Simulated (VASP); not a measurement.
Write the native input for VASP 6.6.1 that does the following.

```
Task                   : single point
Functional             : PBE
Potentials or basis    : VASP PAW PBE potentials, release 64 (Rh_pv)
Cutoff                 : 520 eV
k mesh                 : 18 × 18 × 18
Occupations            : methfessel-paxton, width 0.2 eV
Spin                   : no spin polarisation
Further INCAR settings : ALGO = Fast; EDIFF = 1e-07
```

The structure of Rh lies in POSCAR:

```
Rh                                      
1.0
    0.0000000000      1.9337806031      1.9337806031
    1.9337806031      0.0000000000      1.9337806031
    1.9337806031      1.9337806031      0.0000000000
  Rh            
     1
Direct
     0.0000000000000000    0.0000000000000000    0.0000000000000000
```

The cell isn't the ideal one: a relaxed cell with its volume scaled by 1.03.

One way to write it, as run:

INCAR

```
  PREC = Accurate
  ENCUT = 520
  EDIFF = 1E-7
  ISMEAR = 1
  SIGMA = 0.2
  LREAL = False
  LASPH = True
  NELM = 80
  ALGO = Fast
  ISIF = 2
  LWAVE = False
  LCHARG = False
  GGA = PE
```

KPOINTS

```
Automatic mesh
0
Gamma
  18 18 18
```

Potentials or basis: VASP PAW PBE potentials, release 64 (Rh_pv).

Launch:

```console
$ cat potpaw_PBE.64/Rh_pv/POTCAR > POTCAR
$ mpirun -np 1 vasp_std > vasp.out
```

Results of the run:

The pressure is -7.0 GPa and the band gap on the k mesh is none (metal or under the smearing width).

Wall time 24 s on 1 thread of Intel(R) Xeon(R) Platinum 8375C CPU @ 2.90GHz (Ice Lake), with other jobs on the host, peak memory 0.14 GiB.
